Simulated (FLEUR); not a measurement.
# How the ratio c/a moves the moments of MnS

How does the ratio c/a change the magnetic state of MnS?

Program: FLEUR MaX-R8.1. Level of theory: PBE with U = 4 eV on Mn d; all-electron FLAPW, Dirac cores, scalar-relativistic bands. Results are calculated unless marked as measured.

The database entry behind the starting cell differs from later determinations by our own check (an axis about 0.2 % short against later determinations), so it need not match the best structure at ambient conditions.

## Step 1: Set-up

Symmetry: Fm-3m, No. 225, cubic system. Conventional cell: a = 5.209 Å, b = 5.209 Å, c = 5.209 Å, α = 90.00°, β = 90.00°, γ = 90.00°. Nearest to Mn lie 6 S at 2.60 Å. Nearest to S lie 6 Mn at 2.60 Å. Farther neighbours and most contacts between anions are not listed.

## Step 2: Factor 1, start ferro +

The scan starts at the cell as given. A Hubbard U acts on the open shell, since semilocal functionals spread its electrons too much.

Lengths along (0, 0, 1) take the factor and those normal to it its inverse root, so the volume stays. Atoms keep their fractional places. Spheres, Kmax and the mesh are the same at all points, the spheres being those of the tightest cell. inpgen writes inp.xml from crystal.txt; cutoffs, mixing, functional, smearing and local orbitals are then set in the file. The k list default-1 (kpts.xml, not shown) is a Γ-centred 8×8×8 mesh; where the ranks do not divide the number of points, some are split in two of half the weight.

inp.xml reads:

```
<?xml version="1.0" encoding="UTF-8" standalone="no"?>
<fleurInput fleurInputVersion="0.39">
   <comment>
      MnS
   </comment>
   <calculationSetup>
      <cutoffs Kmax="4.4" Gmax="13.2" GmaxXC="13.2" numbands="0"/>
      <scfLoop itmax="110" minDistance="0.0001" maxIterBroyd="15" imix="Anderson" alpha="0.05" precondParam="0.0" spinf="2.0" sdNocoIR="T"/>
      <coreElectrons ctail="T" frcor="F" kcrel="0" coretail_lmax="0"/>
      <xcFunctional name="pbe" relativisticCorrections="F"/>
      <magnetism jspins="2"/>
      <soc l_soc="F" theta="0.0" phi="0.0" spav="F"/>
      <expertModes spex="0" secvar="F"/>
      <geometryOptimization l_f="F" forcealpha="1.0" forcemix="BFGS" epsdisp="0.00001" epsforce="0.00001"/>
      <ldaU l_linMix="F" mixParam="0.05" spinf="1.0"/>
   </calculationSetup>
   <cell>
      <bzIntegration valenceElectrons="21.0" mode="hist" fermiSmearingEnergy="0.00183747">
         <kPointListSelection listName="default-1"/>
         <xi:include xmlns:xi="http://www.w3.org/2001/XInclude" href="kpts.xml"> </xi:include>
      </bzIntegration>
      <xi:include xmlns:xi="http://www.w3.org/2001/XInclude" href="sym.xml"> </xi:include>
      <bulkLattice scale="1.0">
         <bravaisMatrix>
            <row-1>    0.0000000000000000     4.9217916915206992     4.9217916915206992</row-1>
            <row-2>    4.9217916915206992     0.0000000000000000     4.9217916915206992</row-2>
            <row-3>    4.9217916915206992     4.9217916915206992     0.0000000000000000</row-3>
         </bravaisMatrix>
      </bulkLattice>
   </cell>
   <atomSpecies>
      <species name="Manganese 4.500" element="Mn" atomicNumber="25">
         <mtSphere radius="2.61" gridPoints="863" logIncrement="0.014"/>
         <atomicCutoffs lmax="10" lnonsphr="8"/>
         <electronConfig flipSpins="F">
            <coreConfig>(1s1/2) (2s1/2) (2p1/2) (2p3/2)</coreConfig>
            <valenceConfig>(3s1/2) (3p1/2) (3p3/2) (4s1/2) (3d3/2) (3d5/2)</valenceConfig>
            <stateOccupation state="(3d3/2)" spinUp="1.75" spinDown="0.25"/>
            <stateOccupation state="(3d5/2)" spinUp="3.0" spinDown="0.0"/>
         </electronConfig>
         <energyParameters s="4" p="4" d="3" f="4"/>
         <ldaU l="2" U="4.0" J="0.0" l_amf="F"/>
         <lo type="SCLO" l="0" n="3" eDeriv="0"/>
         <lo type="SCLO" l="1" n="3" eDeriv="0"/>
      </species>
      <species name="Sulfur (S)" element="S" atomicNumber="16">
         <mtSphere radius="1.7" gridPoints="563" logIncrement="0.02"/>
         <atomicCutoffs lmax="6" lnonsphr="4"/>
         <electronConfig flipSpins="F">
            <coreConfig>(1s1/2) (2s1/2) (2p1/2) (2p3/2)</coreConfig>
            <valenceConfig>(3s1/2) (3p1/2) (3p3/2)</valenceConfig>
            <stateOccupation state="(3p1/2)" spinUp="0.666667" spinDown="0.666667"/>
            <stateOccupation state="(3p3/2)" spinUp="1.333333" spinDown="1.333333"/>
         </electronConfig>
         <energyParameters s="3" p="3" d="3" f="4"/>
      </species>
   </atomSpecies>
   <atomGroups>
      <atomGroup species="Manganese 4.500">
         <relPos label="                   1">.0000000000 .0000000000 .0000000000</relPos>
         <force calculate="T" relaxXYZ="TTT"/>
      </atomGroup>
      <atomGroup species="Sulfur (S)">
         <relPos label="                   2">1.000/2.000 1.000/2.000 1.000/2.000</relPos>
         <force calculate="T" relaxXYZ="TTT"/>
      </atomGroup>
   </atomGroups>
   <output dos="F" band="F" slice="F">
      <bandDOS minEnergy="-.5*Htr" maxEnergy="0.5*Htr" sigma="0.015" storeEVData="T"/>
      <plotting iplot="0" polar="F">
         <plot TwoD="T" vec1="  1.0  0.0  0.0" vec2="  0.0  1.0  0.0" vec3="  0.0  0.0  1.0" zero="  0.0  0.0  0.0" file="plot"/>
      </plotting>
      <moessbauerParams electricFieldGradient="F" isomerShift="F" coreHyperfine="F" valenceHyperfine="F"/>
   </output>
</fleurInput>
```

crystal.txt reads:

```
MnS
&input film=F cartesian=F /
0.00000000000  2.60450000000  2.60450000000
2.60450000000  0.00000000000  2.60450000000
2.60450000000  2.60450000000  0.00000000000
1.8897261246
1.0 1.0 1.0

2
25 0.00000000000  0.00000000000  0.00000000000 : 4.500
16 0.50000000000  0.50000000000  0.50000000000

&kpt div1=8 div2=8 div3=8 gamma=T /
```

Command:

```
$ OMP_NUM_THREADS=1 inpgen -f crystal.txt > inpgen.log  # inp.xml is then edited as shown
$ OMP_NUM_THREADS=1 mpirun -n 8 fleur_MPI > fleur.log
```

The log of the run:

```text
Welcome to FLEUR        (www.flapw.de)
      MaX-Release 8.1          (www.max-centre.eu)

 ========== k-point set info ==========
 Selected k-point list: default-1
 k-point list type: mesh
 0 x 0 x 0
 Number of k points: 32

 ------------Calculation Setup---------------------------
 Number of MPI-tasks      :            8
 Number of PE/node        :            8
 Number of OMP-threads    :            1
 k-points in parallel     :            8
 pe's per k-point         :            1
 No of k-point loops      :            4
 Eigenvalue solver        :       lapack
 Number of basis functions:          372
 Approximate size of matrices (H+S) per k-point:         0.002 GB
 --------------------------------------------------------
 no density matrix found ... skipping LDA+U
 Reset of history
 Iteration:     1   Distance:       6.09928488 me/bohr^3
 Iteration:     2   Distance:       7.27577459 me/bohr^3
 Iteration:     3   Distance:       6.94255006 me/bohr^3
 Iteration:     4   Distance:       3.64086755 me/bohr^3
 Iteration:     5   Distance:       1.62178951 me/bohr^3
 Iteration:     6   Distance:       1.38624544 me/bohr^3
 Iteration:     7   Distance:       0.29072666 me/bohr^3
 Iteration:     8   Distance:       0.24036616 me/bohr^3
 Iteration:     9   Distance:       0.02501720 me/bohr^3
 Iteration:    10   Distance:       0.02161763 me/bohr^3
 Iteration:    11   Distance:       0.00428535 me/bohr^3
 Iteration:    12   Distance:       0.00106183 me/bohr^3
 Iteration:    13   Distance:       0.00049908 me/bohr^3
 Iteration:    14   Distance:       0.00034915 me/bohr^3
 Iteration:    15   Distance:       0.00004176 me/bohr^3

 ********************************************************************
 Run finished successfully
 Stop message:
   all done
 ********************************************************************

--- out.xml (last complete iteration) ---
<iteration numberForCurrentRun="   15" overallNumber="   15">
         [... left out ...]
         <bandgap value="0.6987296829" units="eV"/>
         <sumValenceSingleParticleEnergies value="-13.3729145897" units="Htr"/>
         <FermiEnergy value="0.2828582382" units="Htr"/>
         <valenceDensity>
            <mtCharges spin="1">
               <mtCharge atomType="1" total="9.2882874" s="1.1991718" p="3.2089098" d="4.8493050" f="0.0247131"/>
               <mtCharge atomType="2" total="1.4690839" s="0.5289901" p="0.9283636" d="0.0110488" f="0.0005969"/>
            </mtCharges>
            <mtCharges spin="2">
               <mtCharge atomType="1" total="4.5776106" s="1.1345608" p="3.1595430" d="0.2566936" f="0.0208557"/>
               <mtCharge atomType="2" total="1.3930960" s="0.5117962" p="0.8784817" d="0.0026786" f="0.0001281"/>
            </mtCharges>
            <spinDependentCharge spin="1" total="12.9999912" interstitial="2.2426199" mtSpheres="10.7573713"/>
            <spinDependentCharge spin="2" total="8.0000088" interstitial="2.0293022" mtSpheres="5.9707066"/>
            <totalCharge value="21.0000000000"/>
         </valenceDensity>
         [... left out ...]
         <magneticMomentsInMTSpheres units="muBohr">
            <globalMagMoment atomType="1" vec="0.00000   0.00000   4.71068"/>
            <localMagMoment atomType="1" vec="0.00000   0.00000   4.71068"/>
            <globalMagMoment atomType="2" vec="0.00000   0.00000   0.07598"/>
            <localMagMoment atomType="2" vec="0.00000   0.00000   0.07598"/>
         </magneticMomentsInMTSpheres>
         [... left out ...]
         <totalEnergy value="    -1557.8537241327" units="Htr">
            <sumOfEigenvalues value="     -896.0571136989">
               <coreElectrons value="-882.6841991093"/>
               <valenceElectrons value="-13.3729145897"/>
            </sumOfEigenvalues>
            <densityCoulombPotentialIntegral value="-2368.9142657634"/>
            <densityEffectivePotentialIntegral value="-2470.1160026332"/>
            <chargeDenXCDenIntegral value="-78.0919312645"/>
            <FockExchangeEnergyValence value="0.0000000000"/>
            <FockExchangeEnergyCore value="0.0000000000"/>
         [... left out ...]
            <dftUCorrection value="-0.3472816489"/>
            <tkbTimesEntropy value="0.0000002591"/>
            <freeEnergy value="-1557.8537243918"/>
            <extrapolationTo0K value="-1557.8537242623"/>
         </totalEnergy>
         [... left out ...]
         <ldaUDensityMatrixConvergence>
            <distance spin="1" distance="0.000001"/>
            <distance spin="2" distance="0.000002"/>
         </ldaUDensityMatrixConvergence>
         <densityConvergence units="me/bohr^3">
            <chargeDensity spin="1" distance="0.0000253781"/>
            <chargeDensity spin="2" distance="0.0000322875"/>
            <overallChargeDensity distance="0.0000403610"/>
            <spinDensity distance="0.0000417619"/>
         </densityConvergence>
      </iteration>
```

Run time: 18 s. Hardware: 8 MPI ranks of Arm Neoverse N1, shared host; peak memory 0.42 GiB; 2.4 min of CPU time.

Read from the output:

| Item | Value |
| --- | --- |
| free energy | -42391.3594 eV |
| program's band gap on this mesh (in a metal only a level spacing) | 0.6987 eV |
| magnetization | 5 μB |
| final state | ferromagnetic |
| largest moment | 4.711 μB |

After 15 cycles the largest moment stands at 4.71 μB.

## Step 3: Factor 1, start antiferro q=(0,0,1/2) +-

The k list default-1 (kpts.xml, not shown) is a Γ-centred 8×8×4 mesh.

Changes to inp.xml since step 2:

```diff
@@ -17,3 +17,3 @@
    <cell>
-      <bzIntegration valenceElectrons="21.0" mode="hist" fermiSmearingEnergy="0.00183747">
+      <bzIntegration valenceElectrons="42.0" mode="hist" fermiSmearingEnergy="0.00183747">
          <kPointListSelection listName="default-1"/>
@@ -26,3 +26,3 @@
             <row-2>    4.9217916915206992     0.0000000000000000     4.9217916915206992</row-2>
-            <row-3>    4.9217916915206992     4.9217916915206992     0.0000000000000000</row-3>
+            <row-3>    9.8435833830413983     9.8435833830413983     0.0000000000000000</row-3>
          </bravaisMatrix>
@@ -39,2 +39,16 @@
             <stateOccupation state="(3d5/2)" spinUp="3.0" spinDown="0.0"/>
+         </electronConfig>
+         <energyParameters s="4" p="4" d="3" f="4"/>
+         <ldaU l="2" U="4.0" J="0.0" l_amf="F"/>
+         <lo type="SCLO" l="0" n="3" eDeriv="0"/>
+         <lo type="SCLO" l="1" n="3" eDeriv="0"/>
+      </species>
+      <species name="Manganese -4.500" element="Mn" atomicNumber="25">
+         <mtSphere radius="2.61" gridPoints="863" logIncrement="0.014"/>
+         <atomicCutoffs lmax="10" lnonsphr="8"/>
+         <electronConfig flipSpins="F">
+            <coreConfig>(1s1/2) (2s1/2) (2p1/2) (2p3/2)</coreConfig>
+            <valenceConfig>(3s1/2) (3p1/2) (3p3/2) (4s1/2) (3d3/2) (3d5/2)</valenceConfig>
+            <stateOccupation state="(3d3/2)" spinUp="0.25" spinDown="1.75"/>
+            <stateOccupation state="(3d5/2)" spinUp="0.0" spinDown="3.0"/>
          </electronConfig>
@@ -62,4 +76,9 @@
       </atomGroup>
+      <atomGroup species="Manganese -4.500">
+         <relPos label="                   2">.0000000000 .0000000000 1.000/2.000</relPos>
+         <force calculate="T" relaxXYZ="TTT"/>
+      </atomGroup>
       <atomGroup species="Sulfur (S)">
-         <relPos label="                   2">1.000/2.000 1.000/2.000 1.000/2.000</relPos>
+         <relPos label="                   3">1.000/2.000 1.000/2.000 1.000/4.000</relPos>
+         <relPos label="                   4">1.000/2.000 1.000/2.000 -1.000/4.000</relPos>
          <force calculate="T" relaxXYZ="TTT"/>
```

crystal.txt reads:

```
MnS
&input film=F cartesian=F /
0.00000000000  2.60450000000  2.60450000000
2.60450000000  0.00000000000  2.60450000000
5.20900000000  5.20900000000  0.00000000000
1.8897261246
1.0 1.0 1.0

4
25 0.00000000000  0.00000000000  0.00000000000 : 4.500
25 0.00000000000  0.00000000000  0.50000000000 : -4.500
16 0.50000000000  0.50000000000  0.25000000000
16 0.50000000000  0.50000000000  0.75000000000

&kpt div1=8 div2=8 div3=4 gamma=T /
```

The log of the run:

```text
[banner, memory and clock lines left out]
Welcome to FLEUR        (www.flapw.de)
      MaX-Release 8.1          (www.max-centre.eu)

 ========== k-point set info ==========
 Selected k-point list: default-1
 k-point list type: mesh
 0 x 0 x 0
 Number of k points: 80

 [... set-up left out ...]
 no density matrix found ... skipping LDA+U
 Reset of history
 Iteration:     1   Distance:       6.65687787 me/bohr^3
 Iteration:     2   Distance:       6.66847388 me/bohr^3
 Iteration:     3   Distance:       6.14847120 me/bohr^3
 Iteration:     4   Distance:       3.39256486 me/bohr^3
 Iteration:     5   Distance:       1.85667856 me/bohr^3
 Iteration:     6   Distance:       1.41739934 me/bohr^3
 Iteration:     7   Distance:       0.33518619 me/bohr^3
 Iteration:     8   Distance:       0.24559526 me/bohr^3
 Iteration:     9   Distance:       0.03830684 me/bohr^3
 Iteration:    10   Distance:       0.04742686 me/bohr^3
 Iteration:    11   Distance:       0.00762109 me/bohr^3
 Iteration:    12   Distance:       0.00453457 me/bohr^3
 Iteration:    13   Distance:       0.00251253 me/bohr^3
 Iteration:    14   Distance:       0.00023084 me/bohr^3
 Iteration:    15   Distance:       0.00015249 me/bohr^3
 Iteration:    16   Distance:       0.00002990 me/bohr^3

 ********************************************************************
 Run finished successfully
 Stop message:
   all done
 ********************************************************************

--- out.xml (last complete iteration) ---
<iteration numberForCurrentRun="   16" overallNumber="   16">
         [... left out ...]
         <bandgap value="2.3025844948" units="eV"/>
         <sumValenceSingleParticleEnergies value="-26.6978859858" units="Htr"/>
         <FermiEnergy value="0.2467753789" units="Htr"/>
         [... left out ...]
         <magneticMomentsInMTSpheres units="muBohr">
            <globalMagMoment atomType="1" vec="0.00000   0.00000   4.60073"/>
            <globalMagMoment atomType="2" vec="0.00000   0.00000  -4.60073"/>
            <globalMagMoment atomType="3" vec="0.00000   0.00000   0.00000"/>
         </magneticMomentsInMTSpheres>
         [... left out ...]
         <totalEnergy value="    -3115.7112782910" units="Htr">
            <sumOfEigenvalues value="    -1792.0769778041">
               <coreElectrons value="-1765.3790918183"/>
               <valenceElectrons value="-26.6978859858"/>
            </sumOfEigenvalues>
         [... left out ...]
            <freeEnergy value="-3115.7112782910"/>
            <extrapolationTo0K value="-3115.7112782910"/>
         </totalEnergy>
         [... left out ...]
         <ldaUDensityMatrixConvergence>
            <distance spin="1" distance="0.000002"/>
            <distance spin="2" distance="0.000002"/>
         </ldaUDensityMatrixConvergence>
         <densityConvergence units="me/bohr^3">
            <chargeDensity spin="1" distance="0.0000205983"/>
            <chargeDensity spin="2" distance="0.0000205994"/>
            <overallChargeDensity distance="0.0000283430"/>
            <spinDensity distance="0.0000298986"/>
         </densityConvergence>
      </iteration>
```

Elapsed: 2.2 min, on 8 MPI ranks; peak memory 0.79 GiB; 17 min of CPU time.

Spin moment in the muffin-tin sphere by atom:

```csv
atom,spin moment in the muffin-tin sphere (μB)
Mn1,4.60
Mn2,-4.60
S3,0.00
S4,0.00
```

This step gave:

```
free energy                                                       : -84782.8230 eV
program's band gap on this mesh (in a metal only a level spacing) : 2.303 eV
magnetization                                                     : 0 μB
final state                                                       : antiferromagnetic
```

After 16 cycles the largest moment stands at 4.60 μB.

(Continued in part 2 of 2.)

[Logs and program files are shortened in this print: banners, set-up blocks, solver, clock and traceback lines can be left out without a mark of their own.]

[Logs are printed without paths, hosts, clocks, repeated set-up lines and the standing remarks that a program may print on its own settings, such as how far it seeks lower states.]

[Hosts, paths, dates, database ids (printed as entryN), source tags and the programs' standing remarks are cut or masked in the printed files.]

[Where a cell is said to come from a database of computed structures, the database is the Materials Project.]
